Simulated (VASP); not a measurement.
A run of VASP 6.6.1:

Contents of run.py:

```python
from ase.calculators.vasp import Vasp
from ase.dft.bandgap import bandgap
from ase.io import read

atoms = read('POSCAR')
calc = Vasp(
    directory='calc',
    xc='rpbe',
    pp='PBE',
    setups='minimal',
    prec='Accurate',
    encut=500,
    ediff=1e-07,
    ismear=0,
    sigma=0.05,
    lreal=False,
    lasph=True,
    nelm=100,
    algo='Fast',
    isif=2,
    lwave=False,
    lcharg=False,
    kpts=[9, 9, 9],
    gamma=True,
)
atoms.calc = calc

print('energy (eV):', atoms.get_potential_energy())
print('free energy (eV):', atoms.get_potential_energy(force_consistent=True))
print('forces (eV/A):')
print(atoms.get_forces())
print('stress (eV/A^3, Voigt):', atoms.get_stress())
print('Fermi level (eV):', calc.get_fermi_level())
gap, top, bottom = bandgap(calc)
print('band gap (eV):', gap, 'from (spin, k, band)', top, 'to', bottom)
```

POSCAR

```
O
1.0
    1.6749479049      0.9670316238      3.7319995215
   -1.6749479049      0.9670316238      3.7319995215
    0.0000000000     -1.9340632475      3.7319995215
O
2
Direct
    0.0546147200      0.0546147200      0.0546147200
    0.9453852800      0.9453852800      0.9453852800
```

Potentials or basis: VASP PAW PBE potentials, release 64 (O).

Launch:

```bash
$ python run.py
```

Hardware: 1 thread of Intel(R) Xeon(R) Platinum 8559C (Emerald Rapids), with other jobs on the host.

Q: Estimate the wall time of this run.

A: Run time: 23 s on 1 thread of Intel(R) Xeon(R) Platinum 8559C (Emerald Rapids), with other jobs on the host, peak memory 0.17 GiB. Counts: scf iterations 14, k points 85.
